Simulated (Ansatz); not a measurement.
**Computed against measured: dipole moment**

6 molecules; the dipole moment in D, computed less measured. Shapes, held fixed at every level: PBE0-D4/def2-TZVP. No vibrational averaging. Dipoles are compared by magnitude; molecules under 1 D, whose direction can flip, are left out. Programs: Ansatz 0.2.0. Measured values: NIST CCCBDB.

Levels: A = r2SCAN-D4/def2-TZVPP; B = B3LYP-D4/def2-TZVPP; C = wB97M-V/def2-TZVPP.

| molecule | measured | A | B | C |
| --- | --- | --- | --- | --- |
| HOF (hypofluorous acid) | 2.23 | -0.30 | -0.27 | -0.27 |
| CHF3 (trifluoromethane) | 1.65 | -0.15 | -0.08 | -0.09 |
| SCl2O2 (sulfuryl chloride) | 1.81 | -0.13 | +0.05 | +0.14 |
| C2H3Cl (SMILES C=CCl) | 1.45 | -0.09 | -0.10 | -0.07 |
| C3H6S (SMILES C1CSC1) | 1.85 | +0.11 | +0.03 | +0.02 |
| C3H6Cl2 (SMILES CC(C)(Cl)Cl) | 2.27 | +0.05 | -0.04 | -0.04 |

(1) Sum up the errors.

Results:

(1) 
```csv
level,kind,mean error,mean absolute error,worst case
r2SCAN-D4/def2-TZVPP,meta-GGA,-0.085,0.138,HOF
B3LYP-D4/def2-TZVPP,global hybrid,-0.068,0.095,HOF
wB97M-V/def2-TZVPP,range-separated hybrid,-0.052,0.105,HOF
```

On this set B3LYP-D4/def2-TZVPP has the smallest mean absolute error and r2SCAN-D4/def2-TZVPP the largest. r2SCAN-D4/def2-TZVPP is too low in 4 of 6; B3LYP-D4/def2-TZVPP is too low in 4 of 6; wB97M-V/def2-TZVPP is too low in 4 of 6. All levels miss HOF on one side, which points to its shape or to the tabulated value. The tabulated value of HOF is in doubt (older tables, estimates, or at odds with other calculations) and kept here. Over the 5 molecules whose values aren't doubted the mean absolute errors are A 0.106; B 0.060; C 0.072. The smallest two are near a tie. The largest two are near a tie. The set is small.

Leaving HOF aside, both hybrids come closer to experiment than r2SCAN for three of the five molecules, the exceptions being vinyl chloride, where B3LYP is marginally worse, and sulfuryl chloride, where wB97M-V is marginally worse. The change from r2SCAN to the hybrids isn't a uniform increase in polarity: the dipole rises for trifluoromethane and sulfuryl chloride but falls for thietane and 2,2-dichloropropane. A molecular dipole is a vector sum of bond and lone-pair contributions, so a shift of charge can strengthen or weaken it depending on the geometry.

Sulfuryl chloride responds most strongly, from -0.13 with r2SCAN to +0.14 with wB97M-V. Its S–O and S–Cl bond moments partly oppose each other, so a modest change in the polarity of either is probably magnified in the net dipole. This molecule also accounts for B3LYP's slight lead over wB97M-V, which therefore says little about their general merit. Agreement in the total dipole doesn't establish that the underlying charge distribution is right, since errors in opposing contributions can cancel.
